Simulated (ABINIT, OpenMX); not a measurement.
**One calculation of Al, 6 ways**

```
Al
1.0
     0.00000    2.02481    2.02481
     2.02481    0.00000    2.02481
     2.02481    2.02481    0.00000
Al
1
Direct
  0.00000 0.00000 0.00000
```

Alike in all runs: task band structure; functional PBE; k mesh 11 × 11 × 11; occupations fermi-dirac, width 0.05 eV; no spin polarisation; no spin-orbit coupling. Pressure is positive in compression and, in plane waves, holds the error of the finite cutoff.

```
                                       program and potentials  plane-wave cutoff (eV)         notes  pressure (GPa)
OpenMX, OpenMX 2013 PBE set, Al7.0-s3p2d2, grid cutoff 300 Ry                       -  atomic basis           -1.40
                                        ABINIT, Ansatz NC PBE                     544             -           -0.41
                  ABINIT, PseudoDojo NC SR PBE v0.5 stringent                     544             -           -0.67
                                     ABINIT, SPMS NC PBE v1.0                     435             -           -0.72
OpenMX, OpenMX 2013 PBE set, Al7.0-s2p2d1, grid cutoff 300 Ry                       -  atomic basis           -1.76
                                     ABINIT, JTH PAW PBE v2.0                     544             -           -0.55
```

The pressure spans -1.76 (OpenMX, OpenMX 2013 PBE set, Al7.0-s2p2d1, grid cutoff 300 Ry) to -0.41 GPa (ABINIT, Ansatz NC PBE). Rows in atomic bases carry the error of their basis and grid, which can be large.

The functional is the same throughout but for its coding, so the spread measures potentials, basis and numerics; runs on potential files found faulty are left out.

All six runs give a negative pressure, so the cell is slightly stretched and would contract on relaxation. The plane-wave results lie close together, and the PAW value of -0.55 GPa falls among the norm-conserving ones, so the two kinds of potential show no systematic difference here. The atomic-orbital runs are more strongly negative, but enlarging the basis from s2p2d1 to s3p2d2 moves the pressure from -1.76 to -1.40 GPa, towards the plane-wave values. This fits the bonding in aluminium, a nearly free-electron sp metal with much of its valence charge spread between the atoms. Orbitals of finite range describe that region better as the atoms approach and their overlap grows, which probably favours contraction artificially. The remaining offset may come from basis or potential, which these rows cannot separate. Because the pressure is taken at a single volume, agreement between two runs does not establish that they share the same equation of state.
